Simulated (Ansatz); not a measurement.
# Hf (P6_3/mmc) in Ansatz: further runs

Runs on Hf. Level: PBE. Tasks: band structure, phonons.

All numbers are computed with Ansatz 0.2.0; they aren't measurements. Logs are shortened: lines on timing, memory, paths and dates and some standing lists are left out, and cuts for length are marked.

## Step 1: The structure

Symmetry: P6_3/mmc, No. 194, hexagonal system. The conventional cell has a = 3.197 Å, b = 3.197 Å, c = 5.058 Å, α = 90.00°, β = 90.00°, γ = 120.00°. Hf (site symmetry -6m2) is surrounded by 12 Hf at 3.13 to 3.20 Å.

## Step 2: Band structure, PBE, spin-orbit coupling, no magnetisation

input.yaml

```yaml
crystal:
  lattice:
    - [3.1967, 0.0, 0.0]
    - [-1.59835, 2.7684234083, 0.0]
    - [0.0, 0.0, 5.0578]
  atoms:
    - { symbol: Hf, position: [0.6666666667, 0.3333333333, 0.75] }
    - { symbol: Hf, position: [0.3333333333, 0.6666666667, 0.25] }
kpoints:
  mp_grid: { grid: [7, 7, 4] }
  band_path:
    path:
      - [0.0, 0.0, 0.0]
      - [0.5, 0.0, 0.0]
      - [0.3333333333, 0.3333333333, 0.0]
      - [0.0, 0.0, 0.0]
      - [0.0, 0.0, 0.5]
      - [0.5, 0.0, 0.5]
      - [0.3333333333, 0.3333333333, 0.5]
      - [0.0, 0.0, 0.5]
    npoints: 6
scf:
  occupations: { method: fermi_dirac, width: 0.05 }
hamiltonian:
  xc: pbe
  pseudopotentials: { kind: all_electron, lapw: { basis_error: 0.001 } }
magnetization:
  noncollinear: true
  spin_orbit: true
output:
  forces: true
  stress: true
  eigenvalues: true
```

Potentials or basis: all-electron LAPW, relativistic spinors.

Started as:

```
ansatz run input.yaml --threads 1 --pin off --max-ram 3072MiB --backend cpu --events-out ev --progress --plain --runs-dir out
```

What it wrote:

```text
Warning: RAYON_NUM_THREADS=1 ignored (pool sized by the plan → 1); use --threads N
LAPW: plane waves up to 7.484 Å⁻¹, error target 1.0e-3 eV per atom; Dirac's equation on spinors; Hf in spheres of 1.565 Å, 36 of its electrons in bands (how accurate: hamiltonian.pseudopotentials.lapw.basis_error, Limitations)
Engine: ansatz 0.2.0, x86_64-unknown-linux-gnu
Pseudopotentials: kind: all_electron
Pseudopotential: Hf, LAPW, valence charge 36, lapw/all_electron/dirac/gaussian/Hf, Dirac's equation, gaussian nucleus
Functional definition: PBE
  parameter kappa = 0.804
  parameter beta = 0.06672455060314922
  exchange = pbe_x(kappa = kappa, mu = beta*pi^2/3)
  correlation = pbe_c(beta = beta)
non-collinear run that drives no moment, with spin-orbit: no starting moment large enough to seed its density (crystal.atoms[].spin), no starting occupations that ask for one, no magnetisation constraint and no magnetic field, so the semilocal B_xc is pinned to zero
Crystal: 2 atoms, lattice volume = 44.761 Å³
Basis set: ecut = 213.38076972702967 eV, 313 PW (Γ), exchange–correlation at level 2
Bands: 88, of which v1, the nominal top of the filled ones, is band 72 counted from 1 (71 counted from 0)
Symmetry: 24 space group operations + 24 with time reversal
Magnetic group: BNS 194.264 (UNI 1494), of the structure as read, at distance tolerance 3.6e-5 Å
k-points: 24 of 196
Non-local potential: Hf, projectors of the file, none
Initial density: superposition of atomic densities (chi_scale 0.1, normalization cell)
Initial wavefunctions: plane waves of lowest kinetic energy (no species holds an atomic orbital)
Functional: x = pbe(κ = 0.804, μ = 0.2195149727645171), c = pbe(β = 0.06672455060314922)
iter 1 solved again at ethr=3.12e-4 eV; its pass at ethr=1.00e-1 eV (dr2=2.25e-1 eV) is discarded
SCF iter   1: F=—  HF=-821562.841493 eV  |F-HF|=—  |Δ(HF+E_count)|=         —  Δρ=2.37e-2  dr2=2.25e-1  dr2_m=0.00e0 (ungated)  ethr=3.12e-4  |M|=0.00e0 ∫|m|=0.00e0 μB  β_m=0.30  ⟨swp⟩=2.5  Hψ=13068  notcnv=0
preconditioner: auto → Kerker (q_TF=auto, 2.953 Å⁻¹)  [metal: Δε(μ)=0.100 eV  Ē_g=17.953 eV  σ=0.050 eV  W_gap=0.43  n_scr=22 (ndim 8)  ℏωp=38.5 eV  f_vac=0.000  D(μ)=1.00/eV (n_scr^D=2)]
spin=Noncollinear: Kerker preconditioning applied to the charge; magnetization (m_x, m_y, m_z) channels mix plain (no charge-response kernel on spin).
SCF iter   2: F=—  HF=-821562.672143 eV  |F-HF|=—  |Δ(HF+E_count)|=   1.69e-1  Δρ=1.83e-2  dr2=1.44e-1  dr2_m=0.00e0 (ungated)  ethr=3.12e-4  |M|=0.00e0 ∫|m|=0.00e0 μB  β_m=0.42  ⟨swp⟩=2.0  Hψ=6450  notcnv=0
SCF iter   3: F=—  HF=-821562.618960 eV  |F-HF|=—  |Δ(HF+E_count)|=   5.32e-2  Δρ=1.14e-2  dr2=6.28e-2  dr2_m=0.00e0 (ungated)  ethr=2.00e-4  |M|=0.00e0 ∫|m|=0.00e0 μB  β_m=0.46  ⟨swp⟩=2.0  Hψ=6225  notcnv=0
SCF iter   4: F=—  HF=-821562.604232 eV  |F-HF|=—  |Δ(HF+E_count)|=   1.47e-2  Δρ=5.94e-3  dr2=1.92e-2  dr2_m=0.00e0 (ungated)  ethr=8.73e-5  |M|=0.00e0 ∫|m|=0.00e0 μB  β_m=0.73  ⟨swp⟩=2.0  Hψ=5951  notcnv=0
iter 5 solved again at ethr=1.29e-6 eV; its pass at ethr=2.67e-5 eV (dr2=9.30e-4 eV) is discarded
SCF iter   5: F=—  HF=-821562.603299 eV  |F-HF|=—  |Δ(HF+E_count)|=         —  Δρ=1.27e-3  dr2=9.29e-4  dr2_m=0.00e0 (ungated)  ethr=1.29e-6  |M|=0.00e0 ∫|m|=0.00e0 μB  β_m=0.86  ⟨swp⟩=2.0  Hψ=10614  notcnv=0
the basis was enlarged: its passes take 901.4 KiB over the memory plan, 1 of 1 planned eigensolver slots
SCF iter   6: F=—  HF=-821562.603387 eV  |F-HF|=—  |Δ(HF+E_count)|=   8.77e-5  Δρ=3.87e-4  dr2=7.11e-5  dr2_m=0.00e0 (ungated)  ethr=1.29e-6  |M|=0.00e0 ∫|m|=0.00e0 μB  β_m=0.93  ⟨swp⟩=2.0  Hψ=6310  notcnv=0
SCF iter   7: F=—  HF=-821562.603386 eV  |F-HF|=—  |Δ(HF+E_count)|=   9.80e-7  Δρ=1.13e-4  dr2=7.83e-6  dr2_m=0.00e0 (ungated)  ethr=9.87e-8  |M|=0.00e0 ∫|m|=0.00e0 μB  β_m=0.96  ⟨swp⟩=2.0  Hψ=6310  notcnv=0
SCF iter   8: F=—  HF=-821562.603385 eV  |F-HF|=—  |Δ(HF+E_count)|=   5.71e-7  Δρ=2.70e-5  dr2=4.22e-7  dr2_m=0.00e0 (ungated)  ethr=1.09e-8  |M|=0.00e0 ∫|m|=0.00e0 μB  β_m=0.98  ⟨swp⟩=2.0  Hψ=6310  notcnv=0
SCF iter   9: F=-821562.603385 eV  HF=-821562.603385 eV  |F-HF|=6.40e-9  |Δ(HF+E_count)|=   7.07e-8  Δρ=8.36e-6  dr2=3.49e-8  dr2_m=0.00e0 (ungated)  ethr=5.86e-10  |M|=0.00e0 ∫|m|=0.00e0 μB  ⟨swp⟩=2.0  Hψ=6310  notcnv=0
SCF 1 converged in 9 iterations: F = -821562.603385 eV  dr2 = 3.49e-8
NSCF: frozen V_eff on 43 k-points
SCF converged after 9 iterations
Magnetization: |M| = 0.0000 μB,  M = (+0.0000, +0.0000, +0.0000) μB
Absolute magnetization: 0.0000 μB (∫|m|)
  site 0: m = (+0.0000, +0.0000, +0.0000) μB, |m| = 0.0000 μB  (R = 1.57 Å)
  site 1: m = (+0.0000, +0.0000, +0.0000) μB, |m| = 0.0000 μB  (R = 1.57 Å)
Free energy (F): -821562.603385 eV
Harris-Foulkes:  -821562.603385 eV  (|F-HF|=6.40e-9)
Internal energy: -821562.591823 eV  (E = F + TS)
E sigma→0 (E₀):  -821562.597604 eV
Entropy (-TS):   -0.011563 eV (-5.781 meV/atom)
Fermi energy:    20.230603 eV
--- Per-component energies (eV) ---
  E_band       = -3531.411376
  E_kinetic    = 918646.376898
  E_xc         = -16866.428752
  E_electrostatic = -1723342.539968  (all electrons and nuclei)
  E_smearing   = -0.011563  (= −TS)
  E_closure    = 0.000000  (closes the sum)
  E_atoms      = -821547.768613  (free atoms, spherical and without spin; not in F)
  Σ components = -821562.603385   (vs F -821562.603385, Δ=0.00e0)
  Basis errors (estimates in eV, not in F): energy 2.3e-4 per atom: plane waves 1.8e-4 (9.6e-5 summed), levels above the bands 1.0e-68, relativity 1.0e-7, radial functions 4.6e-5, core shells 2.3e-7; eigenvalues (radial functions only) 8.1e-7; not estimated: angular momenta, meshes, grids; target (lapw.basis_error) 1.0e-3; muffin-tin radii Hf 1.565 Å
--- Forces (eV/Å), atoms counted from 1 ---
  atom   1  Hf     0.00000000     0.00000000     0.00000000
  atom   2  Hf    -0.00000000    -0.00000000    -0.00000000
  max |Σ_I F_I| component: 0.00e0 eV/Å
--- Stress (GPa, compression-positive) ---
        0.242948      -0.000000      -0.000000
        0.000000       0.242948      -0.000000
       -0.000000      -0.000000       1.543971
  P = ⅓ Tr σ = 0.6766 GPa (6.766 kbar)
--- Band table (eV; the first three rows and the last of 24) ---
  k-point 0: bands = ["-187.3633", "-187.3633", "-187.3633", "-187.3633", "-187.3488", "-187.3488", "-187.3488", "-187.3488", "-176.6583", "-176.6583", "-176.6583", "-176.6583", "-176.6576", "-176.6576", "-176.6576", "-176.6576", "-176.6405", "-176.6405", "-176.6405", "-176.6405", "-41.6033", "-41.6033", "-41.5316", "-41.5316", "-15.9209", "-15.9209", "-15.6822", "-15.6822", "-8.4989", "-8.4989", "-7.9164", "-7.9164", "-7.7628", "-7.7628", "-7.7472", "-7.7472", "7.5139", "7.5139", "7.5147", "7.5147", "7.5158", "7.5158", "7.5169", "7.5169", "7.5346", "7.5346", "7.5348", "7.5348", "9.2433", "9.2433", "9.2462", "9.2462", "9.2507", "9.2507", "9.2526", "9.2526", "9.2619", "9.2619", "9.2785", "9.2785", "9.2900", "9.2900", "9.2924", "9.2924", "12.8421", "12.8421", "16.4997", "16.4997", "20.7720", "20.7720", "21.1881", "21.1881", "21.5690", "21.5690", "21.6148", "21.6148", "21.9551", "21.9551", "22.4179", "22.4179", "22.8081", "22.8081", "23.0254", "23.0254", "25.4043", "25.4043", "25.7155", "25.7155"]
  k-point 1: bands = ["-187.3633", "-187.3633", "-187.3633", "-187.3633", "-187.3488", "-187.3488", "-187.3488", "-187.3488", "-176.6583", "-176.6583", "-176.6583", "-176.6583", "-176.6576", "-176.6576", "-176.6576", "-176.6576", "-176.6405", "-176.6405", "-176.6405", "-176.6405", "-41.5929", "-41.5929", "-41.5421", "-41.5421", "-15.8855", "-15.8855", "-15.7168", "-15.7168", "-8.3974", "-8.3974", "-7.8941", "-7.8941", "-7.8667", "-7.8667", "-7.7855", "-7.7855", "7.5143", "7.5143", "7.5147", "7.5147", "7.5157", "7.5157", "7.5162", "7.5162", "7.5348", "7.5348", "7.5349", "7.5349", "9.2408", "9.2408", "9.2424", "9.2424", "9.2545", "9.2545", "9.2567", "9.2567", "9.2580", "9.2580", "9.2751", "9.2751", "9.2941", "9.2941", "9.2952", "9.2952", "13.4004", "13.4004", "16.1353", "16.1353", "20.2482", "20.2482", "21.0262", "21.0262", "21.1332", "21.1332", "21.3747", "21.3747", "21.6153", "21.6153", "21.9808", "21.9808", "23.6141", "23.6141", "23.7622", "23.7622", "25.5722", "25.5722", "25.7880", "25.7880"]
  k-point 2: bands = ["-187.3633", "-187.3633", "-187.3633", "-187.3633", "-187.3488", "-187.3488", "-187.3488", "-187.3488", "-176.6583", "-176.6583", "-176.6583", "-176.6583", "-176.6576", "-176.6576", "-176.6576", "-176.6576", "-176.6405", "-176.6405", "-176.6405", "-176.6405", "-41.5676", "-41.5676", "-41.5676", "-41.5676", "-15.8007", "-15.8007", "-15.8007", "-15.8007", "-8.1411", "-8.1411", "-8.1411", "-8.1411", "-7.8400", "-7.8400", "-7.8400", "-7.8400", "7.5151", "7.5151", "7.5151", "7.5151", "7.5151", "7.5151", "7.5151", "7.5151", "7.5350", "7.5350", "7.5350", "7.5350", "9.2391", "9.2391", "9.2391", "9.2391", "9.2561", "9.2561", "9.2561", "9.2561", "9.2663", "9.2663", "9.2663", "9.2663", "9.2976", "9.2976", "9.2976", "9.2976", "14.8089", "14.8089", "14.8089", "14.8089", "20.3383", "20.3383", "20.3383", "20.3383", "21.1195", "21.1195", "21.1195", "21.1195", "21.4187", "21.4187", "21.4187", "21.4187", "24.9629", "24.9629", "24.9629", "24.9629", "25.1061", "25.1061", "25.1061", "25.1061"]
  k-point 23: bands = ["-187.3633", "-187.3633", "-187.3633", "-187.3633", "-187.3488", "-187.3488", "-187.3488", "-187.3488", "-176.6583", "-176.6583", "-176.6583", "-176.6583", "-176.6576", "-176.6576", "-176.6576", "-176.6576", "-176.6405", "-176.6405", "-176.6405", "-176.6405", "-41.5282", "-41.5282", "-41.5282", "-41.5282", "-15.9361", "-15.9361", "-15.9329", "-15.9329", "-8.5177", "-8.5177", "-8.3381", "-8.3381", "-8.1758", "-8.1758", "-7.9960", "-7.9960", "7.5135", "7.5135", "7.5144", "7.5144", "7.5159", "7.5159", "7.5171", "7.5171", "7.5343", "7.5343", "7.5344", "7.5344", "9.2494", "9.2494", "9.2515", "9.2515", "9.2562", "9.2562", "9.2565", "9.2565", "9.2627", "9.2627", "9.2638", "9.2638", "9.2837", "9.2837", "9.2848", "9.2848", "17.8659", "17.8659", "17.9972", "17.9972", "19.1233", "19.1233", "19.2671", "19.2671", "19.8685", "19.8685", "20.0683", "20.0683", "22.4679", "22.4679", "22.7202", "22.7202", "25.5960", "25.5960", "25.6012", "25.6012", "27.9547", "27.9547", "28.0124", "28.0124"]
```

Run time: 3.5 min. Hardware: 1 thread of Intel Xeon at 2.50GHz (Skylake/Cascade Lake), shared host; peak memory 0.6 GiB.

Results:

```yaml
Free_energy: -821562.6034 eV
Pressure: 0.7 GPa
Band_gap_along_the_path: none (metal or under the smearing width)
```

Levels at the corners of the path, in eV from the Fermi level:
```csv
point,band 69,band 70,band 71,band 72,band 73,band 74,band 75,band 76
Γ,0.54,0.54,0.96,0.96,1.34,1.34,1.38,1.38
M,-2.27,-2.27,-0.86,-0.86,0.70,0.70,0.81,0.81
K,-1.67,-1.67,-1.52,-1.52,0.27,0.27,0.37,0.37
Γ,0.54,0.54,0.96,0.96,1.34,1.34,1.38,1.38
A,0.11,0.11,0.11,0.11,0.89,0.89,0.89,0.89
L,-1.02,-1.02,-1.02,-1.02,1.07,1.07,1.07,1.07
H,-1.66,-1.66,-1.37,-1.37,-0.41,-0.41,-0.11,-0.11
A,0.11,0.11,0.11,0.11,0.89,0.89,0.89,0.89
```

Caveat: the k mesh is thin for a metal, which can move the energy by tens of meV per atom.

[end of part 1 of 2]
